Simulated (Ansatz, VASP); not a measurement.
# Cross-check of C215N (N_C) between VASP and Ansatz, part 2 of 2

One calculation is typed for both programs; each brings its own data sets. How far apart do they land? Of the first pair: The structure shown is the start of the Ansatz relaxation below; VASP solves that cell, so the two are compared at the walk's first step.

VASP 6.6.1 and Ansatz 0.2.0.

So far. Step 3 (VASP: single point, PBEsol, start cell, pair 1): The run ends at a pressure of 8.86 GPa, with forces up to 4.2 eV/Å.

## (6) VASP: single point, PBEsol, relaxed cell, pair 2

Level of this step: PBEsol; plane waves and PAW (C, N) (VASP).

The same cell, functional and mesh now go to VASP, with its own data sets.

INCAR

```
SYSTEM = C215N
PREC = Accurate
ENCUT = 520
EDIFF = 1E-06
NELM = 120
ISMEAR = 0
SIGMA = 0.01
LREAL = Auto
ALGO = Normal
GGA = PS
NELECT = 866
NBANDS = 584
LORBIT = 11
LWAVE = .FALSE.
LCHARG = .FALSE.
ISIF = 2
ISYM = 0
LASPH = .TRUE.
GGA_COMPAT = .FALSE.
EFERMI = MIDGAP
```

POSCAR

```
C215N
1.0
   10.6361331000      0.0000000000      0.0000000000
    0.0000000000     10.6361331000      0.0000000000
    0.0000000000      0.0000000000     10.6361331000
C N
215 1
Direct
    0.9997400000      0.9998000000      0.0001200000
    0.0003000000      0.1664700000      0.1667900000
[... 9 atom lines left out ...]
    0.1677200000      0.1674400000      0.3334400000
[... 3 atom lines left out ...]
    0.2519100000      0.2515200000      0.4172800000
[... 10 atom lines left out ...]
    0.1677200000      0.3331300000      0.1677500000
[... 3 atom lines left out ...]
    0.2519100000      0.4169700000      0.2518400000
[... 3 atom lines left out ...]
    0.1674800000      0.3345900000      0.5005400000
    0.1674900000      0.5002300000      0.3349100000
    0.0836800000      0.4168900000      0.4172100000
[... 1 atom line left out ...]
    0.2477400000      0.4204400000      0.5851500000
    0.2477500000      0.5848400000      0.4207500000
[... 33 atom lines left out ...]
    0.3336000000      0.1648100000      0.1651200000
[... 3 atom lines left out ...]
    0.4172100000      0.2467200000      0.2470300000
[... 3 atom lines left out ...]
    0.3334100000      0.1668200000      0.4996400000
[... 1 atom line left out ...]
    0.5007800000      0.1646200000      0.3322900000
    0.4168200000      0.0826200000      0.4162900000
    0.4158800000      0.2514600000      0.5811400000
[... 1 atom line left out ...]
    0.5860800000      0.2466600000      0.4158000000
[... 3 atom lines left out ...]
    0.4996400000      0.1673800000      0.6652800000
[... 5 atom lines left out ...]
    0.3334100000      0.4993200000      0.1671400000
    0.5007800000      0.3319700000      0.1649400000
[... 1 atom line left out ...]
    0.4168200000      0.4159800000      0.0829300000
    0.4158800000      0.5808200000      0.2517800000
    0.5860800000      0.4154800000      0.2469800000
[... 1 atom line left out ...]
    0.3387600000      0.3309100000      0.3312200000
    0.3169500000      0.5151300000      0.5154500000
    0.5020700000      0.3308200000      0.4942000000
    0.5020700000      0.4938900000      0.3311200000
    0.4121700000      0.5847900000      0.5851000000
    0.5813900000      0.4168400000      0.5811700000
    0.5813800000      0.5808500000      0.4171500000
    0.3325100000      0.3345500000      0.6654300000
[... 2 atom lines left out ...]
    0.4980800000      0.5000700000      0.6653900000
    0.4158600000      0.4168100000      0.7493400000
[... 5 atom lines left out ...]
    0.4996400000      0.6649700000      0.1677000000
[... 5 atom lines left out ...]
    0.3325100000      0.6651200000      0.3348700000
[... 1 atom line left out ...]
    0.4980800000      0.6650700000      0.5003800000
[... 1 atom line left out ...]
    0.4158600000      0.7490300000      0.4171200000
[... 3 atom lines left out ...]
    0.3329300000      0.6690000000      0.6693200000
[... 16 atom lines left out ...]
    0.6680200000      0.1646800000      0.4994100000
[... 15 atom lines left out ...]
    0.6680200000      0.4990900000      0.1650000000
[... 6 atom lines left out ...]
    0.6681100000      0.3319300000      0.3322400000
    0.6659600000      0.4992900000      0.4996100000
[... 2 atom lines left out ...]
    0.7501800000      0.4159500000      0.4162600000
[... 3 atom lines left out ...]
    0.6653700000      0.3330800000      0.6653100000
[... 15 atom lines left out ...]
    0.6653700000      0.6649900000      0.3333900000
[... 15 atom lines left out ...]
    0.4348100000      0.3984600000      0.3987700000
```

KPOINTS

```
Points of the shifted mesh
1
Reciprocal
 0.2500000000  0.2500000000  0.2500000000 1
```

Potentials, in the order of the species: C and N (PBE family, release 64).

On the command line:

```
$ export OMP_NUM_THREADS=3
$ mpirun -np 1 vasp_std
```

Numbers of over 12 decimals in the logs are rounded to 6 here.

Output:

```text
[banner, memory and clock lines left out]
running    1 mpi-ranks, on    1 nodes
[...]
Offloading initialized ...    1 GPUs detected
[...]
[... a notice as in an earlier step ...]

 LDA part: xc-table for (Slater+PW92), standard interpolation
 POSCAR, INCAR and KPOINTS ok, starting setup
[...]
entering main loop
       N       E                     dE             d eps       ncg     rms          rms(c)
DAV:   1     0.267030751419E+04    0.26703E+04   -0.46145E+05  1168   0.146E+03
DAV:   2    -0.188719812761E+04   -0.45575E+04   -0.43325E+04  1408   0.289E+02
DAV:   3    -0.213322595498E+04   -0.24603E+03   -0.24350E+03  1464   0.630E+01
DAV:   4    -0.213830575529E+04   -0.50798E+01   -0.50614E+01  1480   0.896E+00
DAV:   5    -0.213840875411E+04   -0.10300E+00   -0.10285E+00  1464   0.127E+00BRMIX: very serious problems
 the old and the new charge density differ
 old charge density:   865.00000 new  866.00000
    0.599E+01
DAV:   6    -0.208014497737E+04    0.58264E+02   -0.42280E+01  1352   0.827E+00    0.351E+01
DAV:   7    -0.206087904843E+04    0.19266E+02   -0.51619E+01  1352   0.883E+00    0.766E+00
DAV:   8    -0.206090933206E+04   -0.30284E-01   -0.22059E+00  1408   0.210E+00    0.273E+00
DAV:   9    -0.206088313653E+04    0.26196E-01   -0.60505E-01  1416   0.115E+00    0.109E+00
[...]
DAV:  14    -0.206086099420E+04    0.30051E-04   -0.52426E-04  1544   0.368E-02    0.197E-02
DAV:  15    -0.206086099124E+04    0.29645E-05   -0.99940E-05  1384   0.141E-02    0.147E-02
DAV:  16    -0.206086099067E+04    0.56417E-06   -0.90491E-06  1400   0.356E-03
   1 F= -.20608610E+04 E0= -.20608610E+04  d E =0.000000E+00
```

From OUTCAR (step 6):

```text
  FREE ENERGIE OF THE ION-ELECTRON SYSTEM (eV)
  ---------------------------------------------------
  free  energy   TOTEN  =     -2060.8609906718 eV

  energy  without entropy=    -2060.8609906718  energy(sigma->0) =    -2060.86099067
```

The run ends at a pressure of 7.13 GPa, with forces up to 0.049 eV/Å.

## (7) Side by side

Both answers:

| quantity | Ansatz | VASP | difference |
| --- | --- | --- | --- |
| gap on the k mesh (eV) | 1.106 | 1.101 | +0.004 |

A gap on the mesh is an upper bound, since the band edges may lie between its points. The cell carries a charge of -1 e against a uniform background, so its pressure also hangs on how the neutralising background is counted, and in a defect's cell a gap may be the spacing between its levels.

## (8) Summary of results

| Property | Result |
| --- | --- |
| r.m.s. force difference (single point, PBEsol, start cell, pair 1) | 1.4 % of the r.m.s. force |
| difference in gap on the k mesh (single point, PBEsol, relaxed cell, pair 2) | 0.0042 eV |

In words: The r.m.s. force difference is 1.4 % of the r.m.s. force (single point, PBEsol, start cell, pair 1), within the 3 % picked in this series as the mark of a large difference. Such differences can come from data sets, numerical settings and the points named under the comparisons, not from the functional's error against experiment.

[Lines on the potential files, build, host, timing and source positions are cut from VASP's logs without a mark.]

[Logs are printed without paths, hosts, clocks, repeated set-up lines and the standing remarks that a program may print on its own settings, such as how far it seeks lower states.]

[Hosts, paths, dates, database ids (printed as entryN), source tags and the programs' standing remarks are cut or masked in the printed files.]
